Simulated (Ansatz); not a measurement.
**TaN: squeezing one contact, part 1 of 2**

Aim: change the length of one contact in TaN (Ta1–N2) by moving its two atoms, all else held, and follow energy and force. The runs shown use LAPW, crystal datasets and norm-conserving. Companion runs by PAW are cited. Its runs: the reference run (LAPW); shortest bond scaled by 1 (crystal datasets); shortest bond scaled by 0.94 (LAPW); shortest bond scaled by 0.76 (LAPW and norm-conserving); shortest bond scaled by 0.7 (LAPW and norm-conserving); shortest bond scaled by 0.64 (LAPW and norm-conserving).

Program: Ansatz 0.2.0. Level of theory: DFT PBE, with the methods named in each step. These are calculated values, not measurements.

1 further run of the same task is left out (it didn't finish). Runs told in other sessions of the task aren't counted.

## 1. Starting point

It takes space group P-6m2 (No. 187, hexagonal). Conventional cell: a = 2.938 Å, b = 2.938 Å, c = 2.883 Å, α = 90.00°, β = 90.00°, γ = 120.00°. Around Ta (site symmetry -6m2) lie 6 N at 2.23 Å. Around N (site symmetry -6m2) lie 6 Ta at 2.23 Å.

Structure file:

```
Ta N
1.0
     2.93800    0.00000    0.00000
    -1.46900    2.54438    0.00000
     0.00000    0.00000    2.88300
Ta N
1 1
Direct
  0.33333 0.66667 0.50000
  0.00000 0.00000 0.00000
```

Atoms are numbered in the order of the input: Ta1, N2.

## 2. The bond as given, LAPW

File input.yaml:

```yaml
crystal:
  lattice:
    - [2.938, 0.0, 0.0]
    - [-1.469, 2.5443826363, 0.0]
    - [0.0, 0.0, 2.883]
  atoms:
    - { symbol: Ta, position: [0.3333333333, 0.6666666667, 0.5] }
    - { symbol: "N", position: [0.0, 0.0, 0.0] }
kpoints:
  mp_grid: { grid: [9, 9, 8] }
scf:
  occupations: { method: fermi_dirac, width: 0.03 }
hamiltonian:
  xc: pbe
  pseudopotentials: { kind: all_electron, lapw: { basis_error: 0.001 } }
output:
  forces: true
  stress: true
  eigenvalues: true
  populations: true
```

Run with:

```bash
$ ansatz run input.yaml --threads 1 --pin off --max-ram 2048MiB --backend cpu --events-out ev --progress --plain --runs-dir out
```

Log, shortened:

```text
Ta: projections on atomic orbitals take those of the free atom 1s2 2s2 2p6 3s2 3p6 3d10 4s2 4p6 4d10 4f14 5s2 5p6 5d3 6s2, of charge +0.00 (hamiltonian.pseudopotentials.projection_atoms)
N: projections on atomic orbitals take those of the free atom 1s2 2s2 2p3, of charge +0.00 (hamiltonian.pseudopotentials.projection_atoms)
LAPW: plane waves up to 9.583 Å⁻¹, error target 1.0e-3 eV per atom; small_component_spin mean_spin; N in spheres of 0.944 Å, 7 of its electrons in bands, Dirac shells []; Ta in spheres of 1.282 Å, 43 of its electrons in bands, Dirac shells []
[...]
Pseudopotentials: kind: all_electron
Pseudopotential: Ta, LAPW, valence charge 43, Koelling and Harmon's equation, gaussian nucleus
Pseudopotential: N, LAPW, valence charge 7, Koelling and Harmon's equation, gaussian nucleus
Functional definition: PBE
[...]
Crystal: 2 atoms, lattice volume = 21.552 Å³
Basis set: ecut = 349.8580054172442 eV, 315 PW (Γ), exchange–correlation at level 2
Bands: 30, of which v1, the nominal top of the filled ones, is band 25 counted from 1 (24 counted from 0)
Symmetry: 12 space group operations
Space group: P-6m2 (ITA 187), of the structure as read, at distance tolerance 2.8e-5 Å
k-points: 60 of 648 (time reversal used)
[...]
SCF iter   1: F=—  HF=-426062.865078 eV  |F-HF|=—  |Δ(HF+E_count)|=         —  Δρ=1.17e-1  dr2=3.34e0  ethr=6.69e-3  ⟨swp⟩=2.0  Hψ=11387  notcnv=0
[...]
the basis was enlarged: its passes take 735.4 KiB over the memory plan, 1 of 1 planned eigensolver slots
[...]
SCF iter   8: F=-426061.498055 eV  HF=-426061.498055 eV  |F-HF|=4.42e-9  |Δ(HF+E_count)|=   1.30e-7  Δρ=7.48e-6  dr2=8.62e-9  ethr=6.75e-10  ⟨swp⟩=3.0  Hψ=5590  notcnv=0
[...]
SCF converged after 8 iterations
Free energy (F): -426061.498055 eV
[...]
E sigma→0 (E₀):  -426061.497881 eV
Entropy (-TS):   -0.000348 eV (-0.174 meV/atom)
Fermi energy:    25.536185 eV
[...]
--- Forces (eV/Å), atoms counted from 1 ---
  atom   1  Ta     0.00000000     0.00000000     0.00000000
  atom   2  N      0.00000000     0.00000000     0.00000000
[...]
--- Stress (GPa, compression-positive) ---
        4.365822       0.000000       0.000000
        0.000000       4.365822       0.000000
        0.000000       0.000000       5.816454
  P = ⅓ Tr σ = 4.8494 GPa (48.494 kbar)
--- Band table (eV; the first three rows and the last of 60) ---
[...]
--- Löwdin populations: 2 sites ---
  site symbol       q [e]
     0     Ta     72.2398
     1      N      7.6791
  spilling = 0.001014 (of n_electrons = 80.000000)
```

Run time: 26 s. Hardware: 1 thread of Arm Neoverse V2, shared host; peak memory 0.33 GiB.

This run gives: pressure 4.85 GPa; no gap.

## 3. Shortest bond scaled by 1, crystal datasets

Changes to input.yaml since step 2:

```diff
@@ -14,3 +14,3 @@
   xc: pbe
-  pseudopotentials: { kind: all_electron, lapw: { basis_error: 0.001 } }
+  pseudopotentials: { kind: all_electron, datasets: crystal }
 output:
@@ -19,2 +19,2 @@
   eigenvalues: true
-  populations: true
+  efg: { contact_densities: true }
```

Run with:

```bash
$ ansatz run input.yaml --threads 1 --pin off --max-ram 2048MiB --backend cpu --events-out ev --progress --plain --runs-dir out
```

Log, shortened:

```text
[...]
band count auto-derived: 22 (N_el = 32.0; filled up to band 16; 20 by the electrons, moments and atoms)
Ta: output.efg is read without spin–orbit coupling, which moves field gradients at and beside such atoms by some per cent and up to a factor of two; PAW files take it under magnetization.noncollinear and magnetization.spin_orbit
[...]
[... 1 set-up line as earlier in the session ...]
Pseudopotential: Ta, paw, valence charge 27, recommended cutoff 480 eV (normal), Koelling and Harmon's equation, gaussian nucleus
Pseudopotential: N, paw, valence charge 5, recommended cutoff 480 eV (normal), Koelling and Harmon's equation, gaussian nucleus
[... 1 set-up line as earlier in the session ...]
[...]
Crystal: 2 atoms, lattice volume = 21.552 Å³
Basis set: ecut = 480 eV, 527 PW (Γ), exchange–correlation on 48×48×48 points (8 copies of the dense FFT grid, shifted against one another)
[...]
  atom   1  Ta     0.00000000     0.00000000     0.00000000
  atom   2  N      0.00000000     0.00000000     0.00000000
[...]
--- Stress (GPa, compression-positive) ---
        4.365486       0.000000       0.000000
        0.000000       4.365486       0.000000
        0.000000       0.000000       5.815567
  P = ⅓ Tr σ = 4.8488 GPa (48.488 kbar)
--- PAW observables at the nuclei: V_zz in 10²¹ V/m², potentials from the cell's mean, atoms counted from 1 ---
  atom   1  Ta V_zz =    +5.774643   η = 0.0000   by run symmetry: allowed
            electrostatic potential = -14500.912300 V   contact ρ = 8150585.904769 e/Å³
  atom   2  N  V_zz =    +0.066072   η = 0.0000   by run symmetry: allowed
            electrostatic potential = -529.496351 V   contact ρ = 1414.330714 e/Å³
--- Band table (eV; the first three rows and the last of 60) ---
  k-point 0: bands = ["-43.0093", "-9.3505", "-9.0976", "-9.0976", "5.2443", "5.2630", "5.2630", "5.2689", "5.2689", "5.2831", "5.3522", "7.7170", "20.8835", "20.8835", "21.2526", "22.5210", "27.6515", "29.0241", "29.0241", "29.4698"]
[...]
```

It took 16 s on 1 thread of Arm Neoverse V2, shared host; peak memory 0.58 GiB.

Read from it: pressure 4.85 GPa; no gap; Vzz Ta1 5.77 (η = 0.00), N2 0.07 (η = 0.00) (10²¹ V/m²).

## 4. Shortest bond scaled by 0.94, LAPW

File input.yaml:

```yaml
crystal:
  lattice:
    - [2.938, 0.0, 0.0]
    - [-1.469, 2.5443826363, 0.0]
    - [0.0, 0.0, 2.883]
  atoms:
    - { symbol: Ta, position: [0.3233333333, 0.6466666667, 0.485] }
    - { symbol: "N", position: [0.01, 0.02, 0.015] }
kpoints:
  mp_grid: { grid: [9, 9, 8] }
scf:
  occupations: { method: fermi_dirac, width: 0.03 }
hamiltonian:
  xc: pbe
  pseudopotentials: { kind: all_electron, lapw: { basis_error: 0.001 } }
output:
  forces: true
  stress: true
  eigenvalues: true
  populations: true
```

Run with:

```bash
$ ansatz run input.yaml --threads 1 --pin off --max-ram 2048MiB --backend cpu --events-out ev --progress --plain --runs-dir out
```

Log, shortened:

```text
Ta: projections on atomic orbitals take those of the free atom 1s2 2s2 2p6 3s2 3p6 3d10 4s2 4p6 4d10 4f14 5s2 5p6 5d3 6s2, of charge +0.00 (hamiltonian.pseudopotentials.projection_atoms)
N: projections on atomic orbitals take those of the free atom 1s2 2s2 2p3, of charge +0.00 (hamiltonian.pseudopotentials.projection_atoms)
LAPW: plane waves up to 10.276 Å⁻¹, error target 1.0e-3 eV per atom; small_component_spin mean_spin; N in spheres of 0.878 Å, 7 of its electrons in bands, Dirac shells []; Ta in spheres of 1.214 Å, 45 of its electrons in bands, Dirac shells []
[...]
[... 1 set-up line as earlier in the session ...]
Pseudopotential: Ta, LAPW, valence charge 45, Koelling and Harmon's equation, gaussian nucleus
[... 2 set-up lines as earlier in the session ...]
[...]
Crystal: 2 atoms, lattice volume = 21.552 Å³
[...]
SCF iter   8: F=-426061.372752 eV  HF=-426061.372752 eV  |F-HF|=1.31e-8  |Δ(HF+E_count)|=   7.12e-8  Δρ=1.03e-5  dr2=8.21e-9  ethr=2.75e-10  ⟨swp⟩=3.0  Hψ=18308  notcnv=0
[...]
SCF converged after 8 iterations
Free energy (F): -426061.372752 eV
[...]
E sigma→0 (E₀):  -426061.372658 eV
Entropy (-TS):   -0.000188 eV (-0.094 meV/atom)
Fermi energy:    25.467738 eV
[...]
--- Forces (eV/Å), atoms counted from 1 ---
  atom   1  Ta     0.00000000     1.42737418     1.29495733
  atom   2  N      0.00000000    -1.42736938    -1.29498031
[...]
--- Stress (GPa, compression-positive) ---
        4.411535       0.000000       0.000000
        0.000000       9.272164       3.521093
        0.000000       3.521093      10.038813
  P = ⅓ Tr σ = 7.9075 GPa (79.075 kbar)
--- Band table (eV; the first three rows and the last of 185) ---
[...]
--- Löwdin populations: 2 sites ---
  site symbol       q [e]
     0     Ta     72.2444
     1      N      7.6741
  spilling = 0.001018 (of n_electrons = 80.000000)
```

It took 88 s on 1 thread of Arm Neoverse V2, shared host; peak memory 0.58 GiB.

Result: pressure 7.91 GPa; no gap; largest force 1.927 eV/Å.

## 5. Shortest bond scaled by 0.76, LAPW

Changes to input.yaml since step 4:

```diff
@@ -6,4 +6,4 @@
   atoms:
-    - { symbol: Ta, position: [0.3233333333, 0.6466666667, 0.485] }
-    - { symbol: "N", position: [0.01, 0.02, 0.015] }
+    - { symbol: Ta, position: [0.2933333333, 0.5866666667, 0.44] }
+    - { symbol: "N", position: [0.04, 0.08, 0.06] }
 kpoints:
```

Run with:

```bash
$ ansatz run input.yaml --threads 1 --pin off --max-ram 2048MiB --backend cpu --events-out ev --progress --plain --runs-dir out
```

Log, shortened:

```text
Ta: projections on atomic orbitals take those of the free atom 1s2 2s2 2p6 3s2 3p6 3d10 4s2 4p6 4d10 4f14 5s2 5p6 5d3 6s2, of charge +0.00 (hamiltonian.pseudopotentials.projection_atoms)
N: projections on atomic orbitals take those of the free atom 1s2 2s2 2p3, of charge +0.00 (hamiltonian.pseudopotentials.projection_atoms)
LAPW: plane waves up to 12.982 Å⁻¹, error target 1.0e-3 eV per atom; small_component_spin mean_spin; N in spheres of 0.683 Å, 7 of its electrons in bands, Dirac shells []; Ta in spheres of 1.009 Å, 45 of its electrons in bands, Dirac shells []
[...]
[... 4 set-up lines as earlier in the session ...]
[...]
Crystal: 2 atoms, lattice volume = 21.552 Å³
[...]
SCF iter   8: F=-426058.738484 eV  HF=-426058.738484 eV  |F-HF|=1.77e-8  |Δ(HF+E_count)|=   3.56e-7  Δρ=1.95e-5  dr2=5.59e-8  ethr=1.52e-9  ⟨swp⟩=3.0  Hψ=16852  notcnv=0
[...]
SCF converged after 8 iterations
Free energy (F): -426058.738484 eV
[...]
E sigma→0 (E₀):  -426058.737914 eV
Entropy (-TS):   -0.001142 eV (-0.571 meV/atom)
Fermi energy:    25.472558 eV
[...]
--- Forces (eV/Å), atoms counted from 1 ---
  atom   1  Ta     0.00000000     9.95660064     9.02189587
  atom   2  N      0.00000000    -9.95656960    -9.02204112
[...]
--- Stress (GPa, compression-positive) ---
       12.527105       0.000000       0.000000
        0.000000      97.936233      71.408783
        0.000000      71.408783      84.929826
  P = ⅓ Tr σ = 65.1311 GPa (651.311 kbar)
--- Band table (eV; the first three rows and the last of 185) ---
[...]
--- Löwdin populations: 2 sites ---
  site symbol       q [e]
     0     Ta     72.3448
     1      N      7.5672
  spilling = 0.001100 (of n_electrons = 80.000000)
```

It took 2.7 min on 1 thread of Arm Neoverse V2, shared host; peak memory 0.8 GiB.

This run gives: pressure 65.13 GPa; no gap; largest force 13.436 eV/Å.

## 6. Shortest bond scaled by 0.76, norm-conserving

Changes to input.yaml since step 5:

```diff
@@ -14,3 +14,3 @@
   xc: pbe
-  pseudopotentials: { kind: all_electron, lapw: { basis_error: 0.001 } }
+  pseudopotentials: { kind: nc }
 output:
```

Run with:

```bash
$ ansatz run input.yaml --threads 1 --pin off --max-ram 2048MiB --backend cpu --events-out ev --progress --plain --runs-dir out
```

Log, shortened:

```text
[...]
Pseudopotentials: kind: nc
Pseudopotential: Ta, nc, valence charge 27, recommended cutoff 1000 eV (normal), Ta.nc.azcp
Pseudopotential: N, nc, valence charge 5, recommended cutoff 1240 eV (normal), N.nc.azcp
[... 1 set-up line as earlier in the session ...]
[...]
Crystal: 2 atoms, lattice volume = 21.552 Å³
Basis set: ecut = 1240 eV, 2159 PW (Γ), exchange–correlation on 72×72×72 points (8 copies of the dense FFT grid, shifted against one another)
Bands: 20, of which v1, the nominal top of the filled ones, is band 16 counted from 1 (15 counted from 0)
Symmetry: 2 space group operations
Space group: Cm (ITA 8), of the structure as read, at distance tolerance 2.8e-5 Å
k-points: 185 of 648 (time reversal used)
[...]
SCF iter   1: F=—  HF=-8361.323948 eV  |F-HF|=—  |Δ(HF+E_count)|=         —  Δρ=8.58e-2  dr2=1.06e0  ethr=3.10e-3  ⟨swp⟩=6.3  Hψ=19353  notcnv=0
[...]
SCF converged after 10 iterations
Free energy (F): -8360.977821 eV
[...]
E sigma→0 (E₀):  -8360.977257 eV
Entropy (-TS):   -0.001128 eV (-0.564 meV/atom)
Fermi energy:    27.041767 eV
[...]
--- Forces (eV/Å), atoms counted from 1 ---
  atom   1  Ta     0.00000000    10.04778628     9.09628392
  atom   2  N      0.00000000   -10.04778799    -9.09630432
[...]
--- Stress (GPa, compression-positive) ---
       12.377158       0.000000       0.000000
        0.000000      98.677142      72.137502
        0.000000      72.137502      85.404196
  P = ⅓ Tr σ = 65.4862 GPa (654.862 kbar)
--- Band table (eV; the first three rows and the last of 185) ---
  k-point 0: bands = ["-41.2339", "-8.0458", "-7.4258", "-7.2924", "6.9107", "7.0505", "7.0600", "7.0645", "7.0708", "7.1140", "7.2141", "9.4903", "20.0186", "21.3503", "22.0393", "26.8580", "27.1840", "30.5125", "31.2310", "32.5337"]
[...]
--- Löwdin populations: 2 sites ---
  site symbol       q [e]
     0     Ta     26.3552
     1      N      5.5537
  spilling = 0.002848 (of n_electrons = 32.000000)
```

Wall time 51 s (1 thread of Arm Neoverse V2, shared host); peak memory 0.48 GiB.

In short: pressure 65.49 GPa; no gap; largest force 13.554 eV/Å.

(Continued in part 2 of 2.)
